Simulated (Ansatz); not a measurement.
Here is an Ansatz 0.2.0 calculation.

File input.yaml:

```yaml
crystal:
  lattice:
    - [-1.75465, 1.75465, 1.75465]
    - [1.75465, -1.75465, 1.75465]
    - [1.75465, 1.75465, -1.75465]
  atoms:
    - { symbol: Li, position: [0.0, 0.0, 0.0] }
kpoints:
  mp_grid: { grid: [11, 11, 11] }
scf:
  occupations: { method: fermi_dirac, width: 0.05 }
hamiltonian:
  xc: pbesol
  dispersion: d3bj
  pseudopotentials: { kind: all_electron, lapw: { basis_error: 0.001 } }
output:
  forces: true
  stress: true
relax:
  f_tol: 0.02
  max_steps: 60
  cell: {}
```

Potentials or basis: all-electron LAPW, scalar-relativistic.

Command:

```bash
$ ansatz run input.yaml --threads 1 --pin off --max-ram 3072MiB --backend cpu --events-out ev --progress --plain --runs-dir out
```

Question: Predict the relaxed volume.

Answer: 18.47 Å³/atom.

Question: What does it give for the space group after relaxing (to 0.05 Å)?

Answer: Im-3m (No. 229).

Question: Estimate the relaxed cell.

Answer: a = 2.884 Å, b = 2.884 Å, c = 2.884 Å, α = 109.47°, β = 109.47°, γ = 109.47°.

The path:
```
step  energy change (eV)  largest force (eV/Å)  volume (Å³)
   1              0.0000                0.0000        21.61
   2             -0.0136                0.0000        20.24
   3             -0.0208                0.0000        18.04
   4             -0.0212                0.0000        18.47
   5             -0.0212                0.0000        18.47
```

Caveat: the volume moved by -15 % from the deposited cell, more than functionals usually miss.

The cell as given is a measured one (21.61 Å³/atom); PBEsol+D3(BJ) puts the equilibrium volume -14.5 % from it, thermal expansion not counted.
